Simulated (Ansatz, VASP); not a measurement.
# LiCl: VASP beside Ansatz

```
CELL_PARAMETERS angstrom
0.00000 2.73304 2.73304
2.73304 0.00000 2.73304
2.73304 2.73304 0.00000
ATOMIC_POSITIONS crystal
Li 0.00000 0.00000 0.00000
Cl 0.25000 0.25000 0.25000
```

The cell was built by a generator and needn't be a form met in nature.

Alike in both runs: task single point; functional HSE06; k mesh 4 × 4 × 4; no spin polarisation.

```csv
,VASP,Ansatz
version,VASP 6.6.1,Ansatz 0.2.0
potentials or method,"VASP PAW PBE potentials, release 64 (Li_sv, Cl)","plane waves, PAW"
plane-wave cutoff (eV),520,420
occupations,"gaussian, width 0.01 eV",fixed
valence electrons in the cell,10,10
```

|  | VASP | Ansatz | Ansatz less VASP |
| --- | --- | --- | --- |
| gap on the k mesh at the Fermi level (eV) | 7.39 | 7.39 | 0.000 |

Ansatz warned: «stress_exchange_threshold_loose».

Caveats: the k mesh is coarse (spacing up to 0.50 Å⁻¹), so the values aren't converged, least of all with exact exchange.
